## The question

Take a crystal of boron phosphide, hold its cell fixed, and ask a density functional how hard the crystal pushes against that cell. A positive pressure means that the crystal wants to expand, a negative one that it wants to shrink. If the answers of LDA and PBE are known, where does PBEsol fall?

Kohn-Sham DFT pressures of boron phosphide (BP, space group F-43m) at a fixed cell of 11.68 Å³/atom, computed with ABINIT, Ansatz and SIRIUS for a static lattice. Positive pressure means compression, and Ansatz values omit the Pulay correction. The basis column gives the plane-wave cutoff, and "?" marks a withheld value.

```
        method      rung  program                            potentials    basis             spin                k mesh            smearing  pressure (GPa)
           LDA       LDA   ABINIT  PseudoDojo NC SR LDA v0.4.1 standard  1034 eV             none     8x8x8 2-atom cell  Fermi Dirac 0.05eV          -5.570
           PBE       GGA   Ansatz                            Ansatz PAW   500 eV             none  10x10x10 2-atom cell  Fermi Dirac 0.05eV           1.110
        PBE-D4       GGA   SIRIUS            dojo sr pbe 0.4.1 standard  1054 eV             none     6x6x6 8-atom cell      gaussian 0.2eV          -3.820
        PBEsol       GGA   ABINIT                      JTH PAW PBE v2.0   544 eV             none     6x6x6 2-atom cell  Fermi Dirac 0.05eV               ?
        r2SCAN  meta-GGA   ABINIT                      JTH PAW PBE v2.0   653 eV             none     8x8x8 2-atom cell  Fermi Dirac 0.05eV          -0.350
         HSE03    hybrid   Ansatz                            Ansatz PAW   420 eV  collinear ferri     6x6x6 2-atom cell     gaussian 0.05eV          -1.350
         HSE06    hybrid   Ansatz                               JTH PAW   840 eV             none     6x6x6 2-atom cell           fixed 0eV          -1.480
r2SCANh-D3(BJ)    hybrid   Ansatz                   Ansatz PAW accurate   760 eV             none     6x6x6 2-atom cell     gaussian 0.05eV          -3.240
```

The label "collinear ferri" of the HSE03 row describes only its start: the moment vanished during the run, so this row is non-magnetic like the others. The pressures of the Ansatz rows are given without their correction for the finite basis.

LDA gives -5.57 GPa and PBE +1.11 GPa. With a bulk modulus of roughly 170 GPa (a recalled value), the cell edge would relax by about -1.1% in LDA and +0.2% in PBE. A pressure that looks large thus corresponds to a small change in length, because the crystal is stiff.

## Why gradients push outward

LDA treats the electrons at each point as if they belonged to a uniform gas of the local density. PBE also looks at the reduced gradient $s$, which measures how fast the density varies on the scale of the local electron wavelength. For small $s$, its exchange energy is the LDA value times $1+\mu s^2$. Exchange energy is negative, so this factor lowers the energy wherever the density is uneven.

Stretching the bonds generally makes the density more uneven, so the gradient term lowers the energy further as the volume grows. Since $P=-dE/dV$, with $P$ the pressure, $E$ the energy and $V$ the volume, such a term adds a positive pressure. Correlation has a gradient term of the opposite sign. In PBE the two cancel for small $s$, but the correlation term levels off sooner, so exchange wins where the density varies strongly. This argument from theory accounts for the direction of the step from LDA to PBE. The two runs also differ in program and potentials, so the step of 6.68 GPa is not purely an effect of the functional.

## An estimate for PBEsol

PBEsol keeps the form of PBE but reduces $\mu$ from 0.2195 to $10/81$. The simplest model ignores correlation and lets the pressure shift shrink in the same proportion:

$$\frac{10/81}{0.2195}=0.5624,$$

$$P=-5.57+0.5624\times 6.68\approx-1.81\ \text{GPa}.$$

The line behind this estimate passes through the LDA and PBE rows by construction; PBEsol took no part in it.

Two arguments suggest a lower value. PBEsol keeps more of the opposing gradient term in correlation than of the one in exchange: about 69% of its coefficient. In addition, the PBEsol run has a modest cutoff, and a stress computed with a fixed set of plane waves tends to come out too low when that set is small. I lower the estimate by 0.4 GPa for both together, which is a judgement and not a calculation.

**Forecast:** the PBEsol pressure is negative, lies between LDA and PBE, and is -2.2 GPa, with a range from -3.2 to -1.2 GPa. The range allows for the crude scaling, the basis and mesh, and potentials that were made for PBE.

## The computed value

The withheld rows as computed:

```
method  rung  program        potentials   basis  spin             k mesh            smearing  pressure (GPa)
PBEsol   GGA   ABINIT  JTH PAW PBE v2.0  544 eV  none  6x6x6 2-atom cell  Fermi Dirac 0.05eV          -1.670
```

The sign, the order and the range hold, but the forecast is 0.53 GPa too low. The plain scaling estimate is only 0.14 GPa too low, so the downward shift made the prediction worse. The printed output below gives both comparisons.

One possible reason lies in the exchange formula itself. The factor $1+\mu s^2$ holds only for small gradients; at larger $s$ the growth levels off, and it does so sooner in PBE, whose $\mu$ is larger. PBEsol then keeps more of the exchange effect than the ratio of coefficients suggests, which works against the shift that I applied. No run here separates this from the effects of correlation, potentials, cutoff and k mesh, which is coarse in some of the runs, so the close agreement of the plain scaling may involve some cancellation.

## What the rung does and doesn't tell

PBE, PBEsol and PBE-D4 all stand on the GGA rung, yet PBE-D4 lies 4.93 GPa below PBE. D4 adds an attraction between atoms, which pulls the crystal inward. Its energy divided by the volume, 4.8 GPa, sets the scale of the pull. An undamped attraction that falls with the sixth power of distance would give twice that, and the damping at bond distances weakens it. A drop of the size seen is therefore plausible, although program and potentials change as well. The two screened hybrids, two rungs further up the ladder, come out close to PBEsol. The rung alone therefore doesn't fix the pressure: the coefficients within a functional and any added dispersion matter too.

Nor is zero the pressure to aim for. I take the cell to be close to the measured one, from memory and not from a comparison made here; an error of 0.1% in its edge would move the target by about 0.5 GPa. A measured cell already contains the outward push of zero-point motion, roughly 1 GPa by a Debye estimate with recalled values. These calculations hold the nuclei still, so an accurate functional should give about -1 GPa. By that measure PBE is too high by about 2 GPa, while PBEsol, r2SCAN and the screened hybrids come within several tenths of a GPa, too close to rank with such mixed settings.

## A neighbouring crystal

For silicon or gallium arsenide the same reasoning gives the same order: LDA lowest, PBEsol between, PBE highest. In a softer crystal, a given error in pressure means a larger error in cell edge, so that error should be divided by three times the bulk modulus before materials are compared.

The analysis program printed:

```
Shift from LDA to PBE, GPa: 6.68
Share of the exchange gradient coefficient kept by PBEsol: 0.5624
Share of the correlation gradient coefficient kept by PBEsol: 0.6897
Scaling estimate for PBEsol before the shift, GPa: -1.813
fit of result_pressure on 2 rows (semi > 0): coefficient of line 1 +/- 3.9e-17; rms 1.57e-16, worst PBE 2.22e-16, leave-one-out rms 6.47e-16
  rows outside the fit (model, value, miss): PBE-D4 1.11, -3.82, 4.93; PBEsol -1.813, -1.67, -0.143; r2SCAN 1.11, -0.35, 1.46; HSE03 1.11, -1.35, 2.46; HSE06 1.11, -1.48, 2.59; r2SCANh-D3(BJ) 1.11, -3.24, 4.35
fit of result_pressure on 2 rows (semi > 0): coefficient of told 1 +/- 3.9e-17; rms 1.57e-16, worst PBE 2.22e-16, leave-one-out rms 6.47e-16
  rows outside the fit (model, value, miss): PBE-D4 1.11, -3.82, 4.93; PBEsol -2.2, -1.67, -0.53; r2SCAN 1.11, -0.35, 1.46; HSE03 1.11, -1.35, 2.46; HSE06 1.11, -1.48, 2.59; r2SCANh-D3(BJ) 1.11, -3.24, 4.35
Share of the LDA to PBE shift that PBEsol really keeps: 0.5838
PBE-D4 less PBE, GPa: -4.93
r2SCAN less PBE, GPa: -1.46
HSE03 less PBE, GPa: -2.46
HSE06 less PBE, GPa: -2.59
HSE06 less HSE03, GPa: -0.13
r2SCANh-D3(BJ) less r2SCAN, GPa: -2.89
D4 energy per volume, GPa: 4.849
Pull of an undamped inverse sixth power law with that energy, GPa: 9.698
Rough zero-point pressure, GPa: 1.197
Rough change of cell edge that would relieve the pressure:
             row  pressure_GPa  edge_change_percent
             LDA         -5.57               -1.092
             PBE          1.11               0.2176
          PBE-D4         -3.82               -0.749
          PBEsol         -1.67              -0.3275
          r2SCAN         -0.35             -0.06863
           HSE03         -1.35              -0.2647
           HSE06         -1.48              -0.2902
  r2SCANh-D3(BJ)         -3.24              -0.6353
```
